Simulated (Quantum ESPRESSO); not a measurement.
Runs of Quantum ESPRESSO 7.5 on HgTe (Coloradoite). It takes space group F-43m (No. 216, cubic). The conventional cell has a = 6.429 Å, b = 6.429 Å, c = 6.429 Å, α = 90.00°, β = 90.00°, γ = 90.00°. Hg (site symmetry -43m) is surrounded by 4 Te at 2.78 Å. Around Te (site symmetry -43m) lie 4 Hg at 2.78 Å. 

```csv
level,ASE optimiser,rVV10 parameter b,dispersion computed by,gap on the mesh (eV),pressure (GPa),relaxed volume (Å³/atom)
PBEsol,LBFGS,-,-,none,0.0,34.77
PBEsol+D3,FIRE,-,-,none,-0.1,33.84
PBEsol+rVV10,FIRE,6.3,-,none,0.1,(b)
PBEsol+D4,LBFGS,-,dftd4 4.3.1 through ASE,none,0.0,(a)
PBEsol+D3(BJ),FIRE,-,-,none,-0.1,33.72
```

Alike in all rows: task relaxation of cell and atoms; potentials or basis GBRV 1.5 PBEsol; no spin polarisation; cell relaxed; k mesh 7 × 7 × 7; cutoff (eV) 612; smearing fermi-dirac 0.05 eV.

Task: Fill in the values left out.

Result: (a) 33.97; (b) 33.25.

Caveats: pairwise dispersion overbinds metals, which lowers pressure and volume (some runs); rVV10's parameter b was fitted to another functional (some runs).

A k mesh can miss the band edges, and the runs leave out spin-orbit coupling on Hg, Te.

A gap of «none» marks a metal or a gap under the smearing width.
